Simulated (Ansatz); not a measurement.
Ni: relaxation of cell and atoms with revPBE

Crystal: Ni.

```
CELL_PARAMETERS angstrom
-1.38372 1.38372 1.38372
1.38372 -1.38372 1.38372
1.38372 1.38372 -1.38372
ATOMIC_POSITIONS crystal
Ni 0.00000 0.00000 0.00000
```

This isn't the form of Ni at room conditions, which is fcc.

```yaml
Program: Ansatz 0.2.0
Task: relaxation of cell and atoms
Functional: revPBE
Potentials_or_basis: Ansatz PAW
Cutoff: "420 eV (not typed: the program's choice for these potentials)"
k_mesh: 13 × 13 × 13
Occupations: fermi-dirac, width 0.05 eV
Spin: collinear spin, ferromagnetic start
Starting_moments: "[1.0] μB"
```

* Relaxed volume: 11.24 Å³/atom
* Relaxed cell: a = 2.444 Å, b = 2.444 Å, c = 2.444 Å, α = 109.47°, β = 109.47°, γ = 109.47°
* Space group after relaxing (to 0.05 Å): Im-3m (No. 229)
* Energy gained by relaxing: 22.6 meV/atom
* Ionic steps: 5
* Pressure after relaxing: 0.0 GPa
* Band gap on the k mesh: none (metal or under the smearing width)
* Net moment: 0.62 μB per cell
* Absolute moment: 0.69 μB per cell
* Site moments: Ni +0.65 μB

The path:
```
step  energy change (eV)  largest force (eV/Å)  volume (Å³)
   1              0.0000                0.0000        10.60
   2             -0.0161                0.0000        10.89
   3             -0.0223                0.0000        11.20
   4             -0.0223                0.0000        11.24
   5             -0.0226                0.0000        11.24
```

Final structure:
```
Ni
1.0
    -1.41108    1.41108    1.41108
     1.41108   -1.41108    1.41108
     1.41108    1.41108   -1.41108
Ni
1
Cartesian
  0.0000 0.0000 0.0000
```

Levels at points of the mesh, in eV from the Fermi level:
Spin up:
```csv
k point,band 7,band 8,band 9,band 10,band 11,band 12
"(0.00, 0.00, 0.00)",-2.27,-2.27,-0.91,-0.91,25.88,25.88
```
Spin down:
| k point | band 7 | band 8 | band 9 | band 10 | band 11 | band 12 |
| --- | --- | --- | --- | --- | --- | --- |
| (0.00, 0.00, 0.00) | -1.52 | -1.52 | -0.35 | -0.35 | 25.75 | 25.75 |

Run time: 6 s on 2 threads of Arm Neoverse V2, on a shared host, peak memory 0.28 GiB.

Caveat: the plane-wave basis is chosen anew once the cell has moved, so the energies of steps on either side of that aren't comparable; the PAW data sets come from PBE, with cores solved anew for the run's functional, which leaves a small shift of forces and pressure.
